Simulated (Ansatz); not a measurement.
The cell below belongs to a search over invented structures; it isn't taken from experiment.

Input and command of a plane-wave DFT calculation in Ansatz:

```yaml
crystal:
  lattice:
    - [-1.1826700539, 1.1826700539, 2.0503693581]
    - [1.1826700539, -1.1826700539, 2.0503693581]
    - [1.1826700539, 1.1826700539, -2.0503693581]
  atoms:
    - { symbol: C, position: [0.1829885401, 0.1829885401, 0.0] }
    - { symbol: C, position: [0.8170114599, 0.8170114599, 0.0] }
basis:
  ecutwfc: 420
kpoints:
  mp_grid: { grid: [32, 32, 32] }
hamiltonian:
  xc: pbe
scf:
  occupations: { method: gaussian, width: 0.1 }
output:
  forces: true
  stress: true
  eigenvalues: true
relax:
  adjacent_minimum: "off"
  f_tol: 0.01
  max_steps: 80
  cell: { stress_tol: 0.05 }
```

```bash
ansatz run input.yaml --threads 1 --pin off --max-ram 2560MiB --backend cpu --events-out ev --progress --plain --runs-dir out
```

Processor: Intel(R) Xeon(R) Processor @ 2.50GHz (Skylake/Cascade Lake), 1 thread, on a host shared with other jobs.

Problem. How long does it run, and how much memory does it take?

Solution. About 4 min, peak memory 0.65 GiB. It solves 8 bands at 2393 k points (after reduction by symmetry) with about 219 plane waves (on the last cell), in 38 SCF iterations over 6 ionic steps.
